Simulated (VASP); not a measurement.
# TiC (Fm-3m) in VASP: settings compared

One crystal, TiC, is run at these levels: LDA, PBE; tasks: relaxation of cell and atoms.

All numbers are computed with VASP 6.6.1; they aren't measurements. Logs are shortened: lines on timing, memory, paths and dates and some standing lists are left out, and cuts for length are marked.

### Step 1. The structure

It takes space group Fm-3m (No. 225, cubic). Conventional cell: a = 4.264 Å, b = 4.264 Å, c = 4.264 Å, α = 90.00°, β = 90.00°, γ = 90.00°. Ti (site symmetry m-3m) has 6 C at 2.13 Å as nearest neighbours. C (site symmetry m-3m) is surrounded by 6 Ti at 2.13 Å.

### Step 2. Relaxation of cell and atoms, LDA

Input file INCAR:

```
  PREC = Accurate
  ENCUT = 600
  EDIFF = 1E-7
  ISMEAR = 1
  SIGMA = 0.1
  LREAL = False
  LASPH = True
  NELM = 80
  ALGO = Normal
  ISIF = 3
  LWAVE = False
  LCHARG = False
  IBRION = 2
  NSW = 90
  EDIFFG = -0.005
```

Input file KPOINTS:

```
regular mesh
0
Gamma
  14 14 14
```

Input file POSCAR:

```
TiC                                     
1.0
    0.0000000000      2.1322136934      2.1322136934
    2.1322136934     -0.0000000000      2.1322136934
    2.1322136934      2.1322136934     -0.0000000000
  Ti              C             
     1     1
Direct
     0.0000000000000000    0.0000000000000000    0.0000000000000000
     0.5000000000000000    0.5000000000000000    0.5000000000000000
```

Potentials or basis: VASP PAW LDA potentials, release 64 (Ti_sv, C).

On the command line:

```console
> cat potpaw_LDA.64/Ti_sv/POTCAR potpaw_LDA.64/C/POTCAR > POTCAR
> mpirun -np 1 vasp_std > vasp.out
```

OUTCAR:

```text
PREC = Accurate
   ENCUT = 600
   EDIFF = 1E-7
   ISMEAR = 1
   LREAL = False
   LASPH = True
   NELM = 80
   ISIF = 3
   IBRION = 2
   NSW = 90
   EDIFFG = -0.005

 ion  position               nearest neighbor table
   1  0.000  0.000  0.000-   2 2.13   2 2.13   2 2.13   2 2.13   2 2.13   2 2.13
   2  0.500  0.500  0.500-   1 2.13   1 2.13   1 2.13   1 2.13   1 2.13   1 2.13

  LATTYP: Found a face centered cubic cell.
 ALAT       =     4.2644273868

  Lattice vectors:

 A1 = (   0.0000000000,   2.1322136934,   2.1322136934)
 A2 = (   2.1322136934,   0.0000000000,   2.1322136934)
 A3 = (   2.1322136934,   2.1322136934,   0.0000000000)

Analysis of symmetry for initial positions (statically):
=====================================================================
 Subroutine PRICEL returns:
 Original cell was already a primitive cell.

 Routine SETGRP: Setting up the symmetry group for a
 face centered cubic supercell.

 Subroutine GETGRP returns: Found 48 space group operations
 (whereof 48 operations were pure point group operations)
 out of a pool of 48 trial point group operations.

The static configuration has the point symmetry O_h .

Analysis of symmetry for dynamics (positions and initial velocities):
=====================================================================
 Subroutine PRICEL returns:
 Original cell was already a primitive cell.

 Routine SETGRP: Setting up the symmetry group for a
 face centered cubic supercell.

 Subroutine GETGRP returns: Found 48 space group operations
 (whereof 48 operations were pure point group operations)
 out of a pool of 48 trial point group operations.

The dynamic configuration has the point symmetry O_h .

 Subroutine INISYM returns: Found 48 space group operations
 (whereof 48 operations are pure point group operations),
 and found     1 'primitive' translations

----------------------------------------------------------------------------------------

                                     Primitive cell

  volume of cell :      19.3875

  direct lattice vectors                    reciprocal lattice vectors
     0.000000000  2.132213693  2.132213693    -0.234498072  0.234498072  0.234498072
     2.132213693  0.000000000  2.132213693     0.234498072 -0.234498072  0.234498072
[... 100 lines left out ...]
   ISMEAR =     1;   SIGMA  =   0.10  broadening in eV -4-tet -1-fermi 0-gaus
   EFERMI_NEDOS =   21; number of points for ismear=-14 and -15
   IALGO  =     38    algorithm
   IMIX   =      4    mixing-type and parameters
     AMIX     =   0.40;   BMIX     =  1.00
     AMIX_MAG =   1.60;   BMIX_MAG =  1.00
  volume/ion in A,a.u.               =       9.69        65.42
  Fermi-wavevector in a.u.,A,eV,Ry     =   1.535586  2.901836 32.082862  2.358024
  Thomas-Fermi vector in A             =   2.642354
   LORBIT       =      0    0 simple, 1 ext, 2 COOP (PROOUT), +10 PAW based schemes
   GGA     = CA    functional components
   LHFCALC =     F    Hartree Fock is set to
   AEXX    =    0.0000 exact exchange contribution
   IVDW    =     0    specifies the selected vdW correction
   LEPSILON=     F    determine dielectric tensor
   LRPA    =     F    only Hartree local field effects (RPA)
 conjugate gradient relaxation of ions
 non-spin polarized calculation
 Methfessel and Paxton  Order N= 1 SIGMA  =   0.10
  energy-cutoff  :      600.00
  volume of cell :       19.39
 maximum number of plane-waves:       658
   NGX = 13   NGY = 13   NGZ = 13

--------------------------------------- Ionic step        1  -------------------------------------------

 number of electron      16.0000003 magnetization

 Free energy of the ion-electron system (eV)
  ---------------------------------------------------
  ext. energy  EPLUGINS =         0.00000000
  ---------------------------------------------------
  free energy    TOTEN  =       -20.53943470 eV

  energy without entropy =      -20.53934909  energy(sigma->0) =      -20.53940616

------------------------ aborting loop because EDIFF is reached ----------------------------------------

  FORCE on cell =-STRESS in cart. coord.  units (eV):
  Direction    XX          YY          ZZ          XY          YZ          ZX
  --------------------------------------------------------------------------------------
  -------------------------------------------------------------------------------------
  Total       -0.0152064     -0.0152064     -0.0152064      0.0000000     -0.0000000      0.0000000
  in kB       -1.2566489     -1.2566489     -1.2566489      0.0000000     -0.0000000      0.0000000
  external PRESSURE =      -1.2566489 kB  Pullay stress =       0.0000000 kB
[... 59 lines left out ...]
--------------------------------------- Ionic step        3  -------------------------------------------

 number of electron      16.0000003 magnetization

 Free energy of the ion-electron system (eV)
  ---------------------------------------------------
  ext. energy  EPLUGINS =         0.00000000
  ---------------------------------------------------
  free energy    TOTEN  =       -20.53943787 eV

  energy without entropy =      -20.53935086  energy(sigma->0) =      -20.53940887

 E-fermi :   9.8042     XC(G=0): -13.2206

 val. band max:        9.7883438897   @ k =   0.3571   0.2857   0.0000
 cond. band min:       9.8372645987   @ k =   0.5000   0.5000   0.0000
 fundamental gap:      0.0489207090
 Fermi energy:         9.8041948783

 k-point     1 :       0.0000    0.0000    0.0000
  band No.  band energies     occupation
      1     -45.9446      2.00000
      2     -22.3225      2.00000
      3     -22.3225      2.00000
      4     -22.3225      2.00000
      5      -2.6217      2.00000
      6      10.4467     -0.00000
      7      10.4467     -0.00000
      8      10.4467     -0.00000
      9      11.5517     -0.00000
     10      11.5517     -0.00000
     11      11.5517     -0.00000
     12      11.6144     -0.00000
[... 331 lines left out ...]
 k-point    24 :       0.2857    0.1429    0.0000
  band No.  band energies     occupation
      1     -45.8877      2.00000
      2     -22.6247      2.00000
      3     -22.3966      2.00000
      4     -22.3862      2.00000
      5      -1.0799      2.00000
      6       6.5295      2.00000
      7       8.0632      2.00000
      8       8.6340      2.00000
      9      10.6046     -0.00000
     10      12.2058      0.00000
     11      13.3850      0.00000
     12      14.5641      0.00000

 [... further k-points ...]
[... 5 lines left out ...]
  --------------------------------------------------------------------------------------
  -------------------------------------------------------------------------------------
  Total        0.0000429      0.0000429      0.0000429     -0.0000000      0.0000000     -0.0000000
  in kB        0.0035482      0.0035482      0.0035482     -0.0000000      0.0000000     -0.0000000
  external PRESSURE =       0.0035482 kB  Pullay stress =       0.0000000 kB
[... 17 lines left out ...]
  FREE ENERGIE OF THE ION-ELECTRON SYSTEM (eV)
  ---------------------------------------------------
  free  energy   TOTEN  =       -20.5394378676 eV

  energy  without entropy=      -20.5393508632  energy(sigma->0) =      -20.53940887

 reached required accuracy - stopping structural energy minimisation
```

OSZICAR:

```text
N       E                     dE             d eps       ncg     rms          rms(c)
DAV:   1     0.125876583193E+03    0.12588E+03   -0.93444E+03  2496   0.176E+03
DAV:   2    -0.153239631077E+02   -0.14120E+03   -0.13482E+03  2588   0.405E+02
DAV:   3    -0.254790721024E+02   -0.10155E+02   -0.97304E+01  3324   0.101E+02
[... 28 lines left out ...]
DAV:   4    -0.205394358107E+02   -0.71016E-07   -0.19697E-05  2704   0.465E-02    0.579E-03
DAV:   5    -0.205394373112E+02   -0.15004E-05   -0.21729E-06  3028   0.146E-02    0.201E-03
DAV:   6    -0.205394377613E+02   -0.45012E-06   -0.11645E-06  3136   0.596E-03    0.188E-03
DAV:   7    -0.205394378658E+02   -0.10455E-06   -0.28324E-07  2756   0.547E-03    0.103E-03
DAV:   8    -0.205394378676E+02   -0.17126E-08   -0.51434E-08  1336   0.283E-03
   3 F= -.20539438E+02 E0= -.20539409E+02  d E =-.316773E-05
```

It took 46 s on 1 thread of Intel Xeon Platinum 8259CL at 2.50GHz (Skylake/Cascade Lake), shared host; peak memory 0.16 GiB.

Results:

```
Free energy                            : -20.5394 eV
Relaxed volume                         : 9.69 Å³/atom
Relaxed cell                           : a = 3.015 Å, b = 3.015 Å, c = 3.015 Å, α = 60.00°, β = 60.00°, γ = 60.00°
Space group after relaxing (to 0.05 Å) : Fm-3m (No. 225)
Energy gained by relaxing              : 0.0 meV/atom
Ionic steps                            : 3
Pressure after relaxing                : 0.0 GPa
Band gap on the k mesh                 : none (metal or under the smearing width)
```

Final structure:
```
Ti C
1.0
     0.00000    2.13191    2.13191
     2.13191    0.00000    2.13191
     2.13191    2.13191    0.00000
Ti C
1 1
Direct
  0.00000 0.00000 0.00000
  0.50000 0.50000 0.50000
```

### Step 3. Relaxation of cell and atoms, PBE

This run uses another cell than the first one, of 10.07 Å³/atom, 1.039 times its volume.

Input file INCAR:

```
ALGO = Normal ; EDIFF = 1E-6
EDIFFG = -0.01 ; ENCUT = 600
GGA = PE ; IBRION = 2
ISIF = 3 ; ISMEAR = 1
LASPH = T ; LCHARG = F
LREAL = F ; LWAVE = F
NELM = 80 ; NSW = 90
PREC = Accurate ; SIGMA = 0.1
```

Input file KPOINTS:

```
k-points
0
Gamma
  14 14 14
```

Input file POSCAR:

```
TiC
1.0
    0.0000000000      2.1593000000      2.1593000000
    2.1593000000      0.0000000000      2.1593000000
    2.1593000000      2.1593000000      0.0000000000
Ti C
1 1
Direct
    0.0000000000      0.0000000000      0.0000000000
    0.5000000000      0.5000000000      0.5000000000
```

Potentials or basis: VASP PAW PBE potentials, release 64 (Ti_sv, C).

On the command line:

```console
> cat potpaw_PBE.64/Ti_sv/POTCAR potpaw_PBE.64/C/POTCAR > POTCAR
> mpirun -np 1 vasp_std > vasp.out
```

Wall time 29 s (1 thread of AMD EPYC 9R45 (Zen 5), shared host); peak memory 0.14 GiB.

Results (log left out):

```
Free energy                            : -18.7094 eV
Relaxed volume                         : 10.17 Å³/atom
Relaxed cell                           : a = 3.064 Å, b = 3.064 Å, c = 3.064 Å, α = 60.00°, β = 60.00°, γ = 60.00°
Space group after relaxing (to 0.05 Å) : Fm-3m (No. 225)
Energy gained by relaxing              : 0.9 meV/atom
Ionic steps                            : 3
Pressure after relaxing                : 0.0 GPa
Band gap on the k mesh                 : none (metal or under the smearing width)
```

Step by step:
```tsv
step	energy change (eV)	largest force (eV/Å)	pressure (GPa)	volume (Å³)
1	0.0000	0.0000	2.62	20.14
2	0.0011	0.0000	-3.22	20.62
3	-0.0017	0.0000	-0.03	20.35
```

Final structure:
```
Ti C
1.0
     0.00000    2.16678    2.16678
     2.16678    0.00000    2.16678
     2.16678    2.16678    0.00000
Ti C
1 1
Cartesian
  0.0000 0.0000 0.0000
  2.1668 2.1668 2.1668
```

Levels at points of the mesh, in eV from the Fermi level:
```tsv
k point	band 5	band 6	band 7	band 8	band 9	band 10	band 11	band 12
(0.00, 0.00, 0.00)	-12.39	0.69	0.69	0.69	1.68	1.68	1.68	1.71
(0.50, 0.00, 0.00)	-8.92	-5.83	-2.89	-2.89	2.91	2.91	4.09	8.14
(0.50, 0.50, 0.00)	-10.11	-3.43	-1.61	-0.03	-0.03	2.70	3.51	3.51
```

[end of part 1 of 2]
